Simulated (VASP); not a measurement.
**Eu under changes of volume**

One of the cells (49.836 Å³/atom); the others are scaled copies at fixed shape and fractional positions:

```
Eu
1.0
    -2.31825    2.31825    2.31825
     2.31825   -2.31825    2.31825
     2.31825    2.31825   -2.31825
Eu
1
Direct
  0.00000 0.00000 0.00000
```

| Property | Result |
| --- | --- |
| Program | VASP 6.6.1 |
| Functional | PBE |
| Potentials or basis | VASP PAW PBE potentials, release 64 (Eu) |
| Cutoff | 520 eV |
| k mesh | 8 × 8 × 8 |
| Occupations | fermi-dirac, width 0.05 eV |
| Spin | collinear spin, ferromagnetic start |
| Starting moments | [7.0] μB |

```tsv
volume (Å³/atom)	energy over the lowest point (meV/atom)	pressure (GPa)	moment (μB per cell)
45.927	0.00	-1.3	7.30
46.904	8.30	-1.5	7.32
47.882	17.60	-1.7	7.35
49.836	38.95	-2.0	7.38
50.813	?	?	?
51.790	63.85	-2.2	7.40
```

Q: What does the run at 50.813 Å³/atom give?

A: Energy over the lowest point 51.00 meV/atom; pressure -2.1 GPa; moment 7.39 μB per cell.

Worked out: A Birch-Murnaghan fit of order 3 (a polynomial in V^(-2/3)) to the other rows has no minimum within the range. It gives 50.98 meV/atom at 50.813 Å³/atom, against the run's 51.00, and -dE/dV = -2.0 GPa, against -2.1. A parabola through the other rows of the moment, of slope 0.00994 μB per Å³/atom there, gives 7.39 μB, against the run's 7.39.

Energies are extrapolated to zero smearing.
